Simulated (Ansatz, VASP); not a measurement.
**PtSe2: VASP beside Ansatz**

```
Pt Se
1.0
     3.74140    0.00000    0.00000
    -1.87070    3.24015    0.00000
     0.00000    0.00000    4.76420
Pt Se
1 2
Direct
  0.00000 0.00000 0.00000
  0.33333 0.66667 0.26477
  0.66667 0.33333 0.73523
```

Alike in both runs: functional LDA; k mesh 12 × 12 × 8; occupations fermi-dirac, width 0.15 eV; no spin polarisation.

Ansatz relaxed the structure, and its values are those at the end. VASP's run is a single point on that final structure, the one shown.

```csv
,VASP,Ansatz
version,VASP 6.6.1,Ansatz 0.2.0
potentials or method,"VASP PAW LDA potentials, release 64 (Pt, Se)","scalar-relativistic, plane waves, PAW"
plane-wave cutoff (eV),520,420
valence electrons in the cell,22,50
```

Ansatz gave:

* gap on the k mesh at the Fermi level (eV): none
* pressure (GPa): 0.0
* rms of the force components (eV/Å): 0.000

Problem. Which values does VASP return?

Solution. gap on the k mesh at the Fermi level (eV): none; pressure (GPa): 0.4; rms of the force components (eV/Å): 0.024.

A gap of «none» marks a metal or a gap that the smearing closes. The two sets of potentials don't hold the same shells in valence.

The runs have no spin-orbit coupling, so splittings on Pt are missing.
